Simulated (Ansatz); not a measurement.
Structure: a 14-atom cell of CdIn2O4 (Fd-3m) from a materials database, at its r2SCAN minimum. The symmetry is Fd-3m (No. 227, cubic); conventional cell a = 9.201 Å, 13.91 Å³ an atom. Around Cd lie 4 O at 2.20 Å; around In lie 6 O at 2.19 Å; around O lie 3 In at 2.19 Å and 1 Cd at 2.20 Å.

```yaml
crystal:
  lattice:
    - [0.00000, 4.60036, 4.60036]
    - [4.60036, 0.00000, 4.60036]
    - [4.60036, 4.60036, 0.00000]
  atoms:
    - { symbol: Cd, position: [0.25000, 0.25000, 0.25000] }
    - { symbol: Cd, position: [0.00000, 0.00000, 0.00000] }
    - { symbol: In, position: [0.12500, 0.62500, 0.62500] }
    - { symbol: In, position: [0.62500, 0.62500, 0.62500] }
    - { symbol: In, position: [0.62500, 0.12500, 0.62500] }
    - { symbol: In, position: [0.62500, 0.62500, 0.12500] }
    - { symbol: O, position: [0.86188, 0.86188, 0.86188] }
    - { symbol: O, position: [0.83563, 0.38812, 0.38812] }
    - { symbol: O, position: [0.38812, 0.38812, 0.83563] }
    - { symbol: O, position: [0.38812, 0.83563, 0.38812] }
    - { symbol: O, position: [0.86188, 0.86188, 0.41437] }
    - { symbol: O, position: [0.86188, 0.41437, 0.86188] }
    - { symbol: O, position: [0.38812, 0.38812, 0.38812] }
    - { symbol: O, position: [0.41437, 0.86188, 0.86188] }
```

4 runs of the plane-wave code Ansatz on this cell differ in the functional (and in the settings that go with it). Levels are in eV from each run's valence top; v1 is the last filled band, c1 the first empty one.

Run A, mean stress +5.4 GPa (compression positive):
```
point     v4     v3     v2     v1    c1    c2
    Γ  -0.10  -0.10  -0.06  -0.06  1.07  5.07
    X  -0.20  -0.20  -0.08  -0.08  4.55  4.55
    U  -0.49  -0.36  -0.19  -0.01  4.75  4.75
    L  -0.30  -0.30   0.00   0.00  3.77  3.92
    W  -0.55  -0.55  -0.13  -0.13  4.94  4.94
```

Run B, mean stress 0.0 GPa (compression positive):
```
point     v4     v3     v2     v1    c1    c2
    Γ  -0.10  -0.10  -0.07  -0.07  1.57  5.80
    X  -0.19  -0.19  -0.08  -0.08  5.07  5.07
    U  -0.48  -0.36  -0.20  -0.01  5.26  5.29
    L  -0.29  -0.29   0.00   0.00  4.30  4.42
    W  -0.54  -0.54  -0.13  -0.13  5.45  5.45
```

Run C, mean stress -0.8 GPa (compression positive):
```
point     v4     v3     v2     v1    c1    c2
    Γ  -0.11  -0.11  -0.08  -0.08  3.21  7.61
    X  -0.20  -0.20  -0.10  -0.10  6.90  6.90
    U  -0.51  -0.38  -0.22  -0.01  7.12  7.14
    L  -0.29  -0.29   0.00   0.00  6.05  6.23
    W  -0.56  -0.56  -0.14  -0.14  7.34  7.34
```

Run D, mean stress -0.6 GPa (compression positive):
```
point     v4     v3     v2     v1    c1    c2
    Γ  -0.11  -0.11  -0.08  -0.08  2.53  6.86
    X  -0.19  -0.19  -0.09  -0.09  6.15  6.15
    U  -0.50  -0.37  -0.22  -0.01  6.37  6.38
    L  -0.29  -0.29   0.00   0.00  5.31  5.48
    W  -0.55  -0.55  -0.14  -0.14  6.58  6.58
```

Question: Match the runs to PBE, r2SCAN, HSE06, PBE0.

Answer: A is PBE, B is r2SCAN, C is PBE0, D is HSE06. In order of the gap: PBE 1.07, r2SCAN 1.57, HSE06 2.53, PBE0 3.21 eV. The stress vanishes for r2SCAN, which relaxed the cell.

Spin-unpolarised throughout; all numbers are computed.

The runs are scalar-relativistic, without spin-orbit coupling.

The stress of a hybrid is loosely converged in these runs.

The meshes of the hybrids are coarse, so their gaps aren't converged to the digits shown.
